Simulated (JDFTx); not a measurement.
# In (Im-3m) in JDFTx: reference runs

How does In come out in PBE? The cell is run as given and disturbed.

Program: JDFTx 1.7.0 (patched build). These are calculated values, not measurements. Logs are shortened: lines on timing, memory, paths and dates and some standing lists are left out, and cuts for length are marked. The log counts tension as positive stress, the text compression.

## Step 1: The structure

Symmetry: Im-3m, No. 229, cubic system. The conventional cell has a = 3.765 Å, b = 3.765 Å, c = 3.765 Å, α = 90.00°, β = 90.00°, γ = 90.00°. Around In (site symmetry m-3m) lie 8 In at 3.26 Å.

This isn't the form of In at room conditions, which is tetragonal.

## Step 2: Single point, PBE

In.in

```
lattice \
   -3.5574571263     3.5574571263     3.5574571263 \
    3.5574571263    -3.5574571263     3.5574571263 \
    3.5574571263     3.5574571263    -3.5574571263
coords-type Lattice
ion In     0.0000000000     0.0000000000     0.0000000000 1

ion-species pseudo/In.upf
elec-cutoff 35
elec-ex-corr gga-PBE
kpoint-folding 10 10 10
elec-smearing Fermi 0.0018374661
elec-n-bands 12
electronic-SCF nIterations 100 energyDiffThreshold 1e-08
electronic-minimize nIterations 30 energyDiffThreshold 1e-7
converge-empty-states yes
forces-output-coords Cartesian

dump-name run.$VAR
dump End Ecomponents EigStats BandEigs Kpoints Forces Stress
```

Potentials or basis: PseudoDojo-SR-PBE-0.5-standard.

On the command line:

```
> jdftx -c 1 -i In.in -o In.out
```

The log of the run:

```text
*************** JDFTx 1.7.0 (patched build) ***************

[... 9 lines left out ...]
---------- Initializing the Grid ----------
R =
[     -3.55746      3.55746      3.55746  ]
[      3.55746     -3.55746      3.55746  ]
[      3.55746      3.55746     -3.55746  ]
unit cell volume = 180.086
G =
[ 2.75036e-17   0.883101   0.883101  ]
[   0.883101 2.75036e-17   0.883101  ]
[   0.883101   0.883101 2.75036e-17  ]
Minimum fftbox size, Smin = [  36  36  36  ]
Chosen fftbox size, S = [  36  36  36  ]

---------- Exchange Correlation functional ----------
Initalized PBE GGA exchange.
Initalized PBE GGA correlation.

---------- Setting up pseudopotentials ----------
Width of ionic core gaussian charges (only for fluid interactions / plotting) set to 0

Reading pseudopotential file 'pseudo/In.upf':
  'In' pseudopotential, 'PBE' functional
  Generated using ONCVPSP code by D. R. Hamann
  13 valence electrons, 3 orbitals, 6 projectors, 1001 radial grid points, with lMax = 2
    4D    l: 2   occupation: 10.0   eigenvalue: -0.684392
    5S    l: 0   occupation:  2.0   eigenvalue: -0.301765
    5P    l: 1   occupation:  1.0   eigenvalue: -0.092561
  Core radius for overlap checks: 2.17 bohrs.

Initialized 1 species with 1 total atoms.

Folded 1 k-points by 10x10x10 to 1000 k-points.

---------- Setting up k-points, bands, fillings ----------
Reduced to 47 k-points under symmetry.
Computing the number of bands and number of electrons
Calculating initial fillings.
nElectrons:  13.000000   nBands: 12   nStates: 47

----- Setting up reduced wavefunction bases (one per k-point) -----
average nbasis = 1780.555 , ideal nbasis = 1781.046

---------- Setting up ewald sum ----------
Optimum gaussian width for ewald sums = 2.221199 bohr.
Real space sum over 2197 unit cells with max indices [  6  6  6  ]
Reciprocal space sum over 2197 terms with max indices [  6  6  6  ]

---------- Allocating electronic variables ----------
Initializing wave functions:  linear combination of atomic orbitals
Note: number of bands (12) exceeds available atomic orbitals (9)
In pseudo-atom occupations:   s ( 2 )  p ( 1 )  d ( 10 )
	FillingsUpdate:  mu: +0.383511049  nElectrons: 13.000000
LCAOMinimize: Iter:   0  F: -56.6536863051197983  |grad|_K:  2.305e-04  alpha:  1.000e+00
	FillingsUpdate:  mu: +0.383911533  nElectrons: 13.000000
LCAOMinimize: Iter:   1  F: -56.6538292423875447  |grad|_K:  2.106e-06  alpha:  8.007e-01  linmin: -1.907e-01  cgtest:  8.316e-01
LCAOMinimize: Encountered beta<0, resetting CG.
	FillingsUpdate:  mu: +0.383913831  nElectrons: 13.000000
LCAOMinimize: Iter:   2  F: -56.6538292554695389  |grad|_K:  2.120e-07  alpha:  8.719e-01  linmin: -1.016e-04  cgtest:  9.126e-04
	FillingsUpdate:  mu: +0.383913461  nElectrons: 13.000000
LCAOMinimize: Iter:   3  F: -56.6538292556123011  |grad|_K:  7.935e-10  alpha:  9.297e-01  linmin: -1.580e-01  cgtest:  9.514e-01
LCAOMinimize: Encountered beta<0, resetting CG.
LCAOMinimize: Converged (|Delta F|<1.000000e-06 for 2 iters).

-------- Electronic minimization -----------
Will mix electronic density at each iteration.
	FillingsUpdate:  mu: +0.383913461  nElectrons: 13.000000
	FillingsUpdate:  mu: +0.375298841  nElectrons: 13.000000
SCF: Cycle:  0   F: -56.665311894260874   dF: -1.148e-02   |Residual|: 6.231e-03   |deigs|: 4.945e-01
	FillingsUpdate:  mu: +0.374999240  nElectrons: 13.000000
SCF: Cycle:  1   F: -56.665369995886323   dF: -5.810e-05   |Residual|: 3.672e-03   |deigs|: 6.186e-03
	FillingsUpdate:  mu: +0.374728888  nElectrons: 13.000000
SCF: Cycle:  2   F: -56.665377770288224   dF: -7.774e-06   |Residual|: 5.683e-04   |deigs|: 1.246e-03
	FillingsUpdate:  mu: +0.374730827  nElectrons: 13.000000
SCF: Cycle:  3   F: -56.665379497699874   dF: -1.727e-06   |Residual|: 1.074e-04   |deigs|: 3.906e-04
	FillingsUpdate:  mu: +0.374736276  nElectrons: 13.000000
SCF: Cycle:  4   F: -56.665380104440601   dF: -6.067e-07   |Residual|: 4.636e-05   |deigs|: 2.714e-04
	FillingsUpdate:  mu: +0.374738588  nElectrons: 13.000000
SCF: Cycle:  5   F: -56.665380302730497   dF: -1.983e-07   |Residual|: 1.797e-05   |deigs|: 3.138e-04
	FillingsUpdate:  mu: +0.374738890  nElectrons: 13.000000
SCF: Cycle:  6   F: -56.665380389126653   dF: -8.640e-08   |Residual|: 5.408e-06   |deigs|: 2.657e-04
	FillingsUpdate:  mu: +0.374739046  nElectrons: 13.000000
SCF: Cycle:  7   F: -56.665380412732191   dF: -2.361e-08   |Residual|: 4.411e-06   |deigs|: 1.188e-04
	FillingsUpdate:  mu: +0.374739110  nElectrons: 13.000000
SCF: Cycle:  8   F: -56.665380423560258   dF: -1.083e-08   |Residual|: 2.615e-06   |deigs|: 8.139e-05
	FillingsUpdate:  mu: +0.374739275  nElectrons: 13.000000
SCF: Cycle:  9   F: -56.665380426651964   dF: -3.092e-09   |Residual|: 1.358e-06   |deigs|: 5.289e-05
	FillingsUpdate:  mu: +0.374739280  nElectrons: 13.000000
SCF: Cycle: 10   F: -56.665380428068332   dF: -1.416e-09   |Residual|: 8.153e-07   |deigs|: 7.407e-05
SCF: Converged (|Delta E|<1.000000e-08 for 2 iters).

Setting wave functions to eigenvectors of Hamiltonian
Converging empty states (this may take a while):
EmptyStates: None of the convergence criteria satisfied.
|deigs|: 3.752e-04

# Stress tensor in Cartesian coordinates [Eh/a0^3]:
[ -4.98078e-05            0            0  ]
[            0 -4.98078e-05            0  ]
[            0            0 -4.98078e-05  ]

# Ionic positions in lattice coordinates:
ion In   0.000000000000000   0.000000000000000   0.000000000000000 1

# Forces in Cartesian coordinates:
force In   0.000000000000000  -0.000000000000000   0.000000000000000 1

# Energy components:
   Eewald =      -43.2212132944687184
       EH =       13.9021627813049307
     Eloc =      -44.1200660325462479
      Enl =      -14.7874551044232483
      Exc =      -20.0336239045140836
 Exc_core =        9.7867429159050783
       KE =       41.8082751791911349
-------------------------------------
     Etot =      -56.6651774595511526
       TS =        0.0002029685171789
-------------------------------------
        F =      -56.6653804280683318

IonicMinimize: Iter:   0  F: -56.665380428068332  |grad|_K:  0.000e+00
IonicMinimize: Converged (|grad|_K<1.000000e-04).

#--- Lowdin population analysis ---
# oxidation-state In +0.015

Dumping 'run.eigStats' ...
	eMin: -0.166600 at state 5 ( [ +0.000000 +0.000000 +0.500000 ] spin 0 )
	HOMO: +0.374513 at state 31 ( [ +0.200000 +0.200000 +0.200000 ] spin 0 )
	mu  : +0.374739
	LUMO: +0.375573 at state 13 ( [ +0.000000 +0.300000 +0.300000 ] spin 0 )
	eMax: +1.119810 at state 46 ( [ +0.500000 +0.500000 +0.500000 ] spin 0 )
	HOMO-LUMO gap: +0.001060
	Optical gap  : +0.035532 at state 13 ( [ +0.000000 +0.300000 +0.300000 ] spin 0 )
WARNING: the last solve of the electrons (or of bands or displaced states from it) ended unconverged.
Done!
```

Run time: 70 s. Hardware: 1 thread of Arm Neoverse N1, shared host; peak memory 0.07 GiB.

Results:

| Property | Result |
| --- | --- |
| Free energy | -1541.9436 eV |
| Pressure | 1.5 GPa |
| Band gap on the k mesh | none (metal or under the smearing width) |

Levels at points of the mesh, in eV from the Fermi level:
```tsv
k point	band 3	band 4	band 5	band 6	band 7	band 8
(0.00, 0.00, 0.00)	-14.63	-14.36	-14.36	-9.34	10.94	10.94
(0.00, 0.00, 0.50)	-14.38	-14.36	-14.20	-3.86	-3.05	5.91
(0.50, 0.50, 0.50)	-14.24	-14.24	-14.24	0.95	1.34	1.34
```

Caveat: the empty levels aren't tightly converged.

## Step 3: Single point, PBE (cell strained at random at fixed volume)

In.in, as its differences from that of step 2:

```diff
@@ -1,7 +1,7 @@
 lattice \
-   -3.5574571263     3.5574571263     3.5574571263 \
-    3.5574571263    -3.5574571263     3.5574571263 \
-    3.5574571263     3.5574571263    -3.5574571263
+   -3.5333173112     3.4648789899     3.5120900177 \
+    3.5094670778    -3.6146700209     3.5934427274 \
+    3.6166920279     3.6534585393    -3.7218949709
 coords-type Lattice
-ion In     0.0000000000     0.0000000000     0.0000000000 1
+ion In    -0.0001030000    -0.0021710000     0.0014700000 1
```

Potentials or basis: PseudoDojo-SR-PBE-0.5-standard.

On the command line:

```
> jdftx -c 1 -i In.in -o In.out
```

Run time: 11 min. Hardware: 1 thread of Arm Neoverse N1, shared host; peak memory 0.46 GiB.

The run converged. Its results:

```
Free energy            : -1541.9411 eV
Pressure               : 1.5 GPa
Band gap on the k mesh : none (metal or under the smearing width)
```

Stress tensor (GPa, compression positive):
```
 1.96 -0.06  0.35
-0.06  1.35  0.68
 0.35  0.68  1.21
```

Levels at points of the mesh, in eV from the Fermi level:
```tsv
k point	band 2	band 3	band 4	band 5	band 6	band 7	band 8
(0.00, 0.00, 0.00)	-14.65	-14.60	-14.39	-14.37	-9.36	10.36	10.90
(0.00, 0.00, 0.50)	-14.68	-14.38	-14.37	-14.21	-3.66	-2.97	5.56
(0.00, 0.50, 0.00)	-14.68	-14.41	-14.38	-14.20	-3.72	-3.01	5.76
(0.00, 0.50, 0.50)	-14.67	-14.41	-14.37	-14.23	-4.26	-3.20	6.36
(0.50, 0.00, 0.00)	-14.67	-14.42	-14.40	-14.20	-3.77	-3.04	5.96
(0.50, 0.00, 0.50)	-14.68	-14.40	-14.36	-14.23	-4.04	-3.12	5.98
(0.50, 0.50, 0.00)	-14.68	-14.38	-14.36	-14.21	-3.77	-3.01	5.49
(0.50, 0.50, 0.50)	-14.74	-14.28	-14.26	-14.23	0.87	0.89	1.39
```
